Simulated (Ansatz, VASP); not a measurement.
## Moving the dispersion correction in Ni

The cell as given:

The structure is cubic, space group Fm-3m (No. 225). Conventional cell: a = 3.475 Å, b = 3.475 Å, c = 3.475 Å, α = 90.00°, β = 90.00°, γ = 90.00°. Around Ni (site symmetry m-3m) lie 12 Ni at 2.46 Å.

Kept alike: task relaxation of cell and atoms; functional PBE; k mesh 10 × 10 × 10; occupations fermi-dirac, width 0.05 eV; collinear spin, ferromagnetic start. Program: Ansatz, Ansatz PAW, cutoff 420 eV. The mesh is that of the run's cell of 1 atom. No spin-orbit coupling.

| dispersion correction | volume (Å³/atom) |
| --- | --- |
| D3(BJ) | 10.550 |
| D4 | 10.591 |
| none | 10.921 |

The relaxations keep at least the cell's symmetry (Fm-3m). For a metal such a mesh leaves the last digits unconverged. Relaxations stop with a little pressure left, so the last digits of a volume or edge aren't settled. The runs hold the magnetic state that their start led to, which needn't be the lowest.

Problem. What does the dispersion correction change here?

Solution. The volume runs from 10.550 (D3(BJ)) to 10.921 Å³/atom (none). Against no correction: D3(BJ) -3.4 %; D4 -3.0 %. Dispersion terms mostly attract and so lower the volume; the schemes' coefficients and damping set how far. A twin series (VASP, PBE PAW files Ni, 600 eV) moves it by +0.3757 between D3(BJ) and none, against +0.3713 Å³/atom here.
